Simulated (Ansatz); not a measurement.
Relaxed sheet of Te$_{2}$Mo, cell area A = 10.632 Å²:

```xyz
3
Lattice="3.5039 0.0000 0.0000 -1.7519 3.0345 0.0000 0.0000 0.0000 33.2702" Properties=species:S:1:pos:R:3 pbc="T T F"
Te    0.0000    2.0230   14.8181
Mo    1.7519    1.0115   16.6351
Te    0.0000    2.0230   18.4521
```

Theory: Ansatz, DFT PBE+D3(BJ), scalar-relativistic, plane waves, PAW. Settings: cutoff 420 eV, Γ-centred mesh 12×12×1 on the computed 3-atom cell, Gaussian smearing of 0.02 eV; no spin polarisation. No periodic images along c.

Under strain along x with y held, atoms relaxed, stress positive in compression; ΔE is the free energy at this smearing, of which the stress is the derivative:

| strain (%) | σxx (N/m) | σyy (N/m) | ΔE (meV/cell) | thickness (Å) |
| --- | --- | --- | --- | --- |
| -2 | 1.957 | 0.343 | 12.77 | 3.662 |
| +2 | -1.650 | -0.382 | 11.08 | 3.609 |

Problem. Which in-plane elastic constants follow from the stresses?

Solution. Central differences over Δε = 0.04 give C11 = 90.2 N/m from the stress along the strain and C12 = 18.1 N/m from the stress across it. The sheet is hexagonal, so C22 = C11: Poisson's ratio is C12/C11 = 0.20, Young's modulus (C11² − C12²)/C11 = 87 N/m and the shear modulus (C11 − C12)/2 = 36.0 N/m.

Problem. Do the energies agree?

Solution. The second difference [ΔE(−ε) + ΔE(+ε)]/(A·ε²) = (12.77 + 11.08) meV/(10.632 Å² × 0.0004) × 16.02 N/m per eV/Å² = 89.8 N/m should equal C11 = 90.2 N/m; they differ by 0.4 %, so the two routes agree. The stress in compression and in tension differ in size because of the third-order constants.

Problem. The unstrained thickness between the outer atoms is 3.634 Å. How does it respond?

Solution. d ln t/dε = (3.609 − 3.662)/(3.634 × 0.04) = -0.36: the sheet thins as it is stretched, as its bonds turn towards the plane.

Problem. The gap on the k mesh is 1.175 eV at −2 %, 1.190 eV unstrained and 1.104 eV at +2 %. What is its slope?

Solution. On the stretched side -43 meV a percent, on the compressed side 7 meV a percent. The slopes differ in sign or size, which suggests that different band extrema set the gap on the two sides.

An atom lies near a switch of its D3 coefficient C6 between reference coordination numbers, so the dispersion energy changes steeply there and can make or shift the minimum.

The sheet resists stretching along the strain far more strongly than it couples to the transverse direction, as expected for a covalent Mo–Te network in which trigonal prisms can change their angles as well as their bond lengths. This freedom also explains the thinning: tilting the bonds towards the plane takes up part of the extension that bond stretching would otherwise have to supply. The softer response in tension fits an anharmonic bond potential, but the transverse stress does not follow it, being slightly larger in tension than in compression.

The gap narrows in tension probably because weaker Mo d–Te p overlap brings the band-edge states near K closer together. In compression, a conduction valley between Γ and K with more Te p character may take over, though the gaps alone cannot identify it. The positive C11 and shear modulus support elastic stability against small homogeneous in-plane strains, but say nothing about the energy relative to the competing distorted octahedral phase.
